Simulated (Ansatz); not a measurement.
W:

```
W
1.0
     0.00000    2.03000    2.03000
     2.03000    0.00000    2.03000
     2.03000    2.03000    0.00000
W
1
Direct
  0.00000 0.00000 0.00000
```

This isn't the form of W at room conditions, which is bcc.

* Program: Ansatz 0.2.0
* Task: relaxation of cell and atoms
* Functional: r2SCAN
* Potentials or basis: Ansatz PAW
* Cutoff: 500 eV (not typed: the program's choice for these potentials)
* k mesh: 11 × 11 × 11
* Occupations: fermi-dirac, width 0.05 eV
* Spin: no spin polarisation

At the start: volume 16.73 Å³/atom.

Task: Where does the relaxation end?

Result: It ends after 5 steps and the volume is 16.18 Å³/atom (-3.3 %); space group Fm-3m (No. 225, to 0.05 Å).

The path:
```
step  energy change (eV)  largest force (eV/Å)  volume (Å³)
   1              0.0000                0.0000        16.73
   2             -0.0162                0.0000        16.28
   3             -0.0168                0.0000        16.18
   4             -0.0168                0.0000        16.18
   5             -0.0165                0.0000        16.18
```

Final structure:
```
W
1.0
     0.00000    2.00766    2.00766
     2.00766    0.00000    2.00766
     2.00766    2.00766    0.00000
W
1
Direct
  0.00000 0.00000 0.00000
```

Caveat: the plane-wave basis is chosen anew once the cell has moved, so the energies of steps on either side of that aren't comparable; the PAW data sets come from PBE, with cores solved anew for the run's functional, which leaves a small shift of forces and pressure.
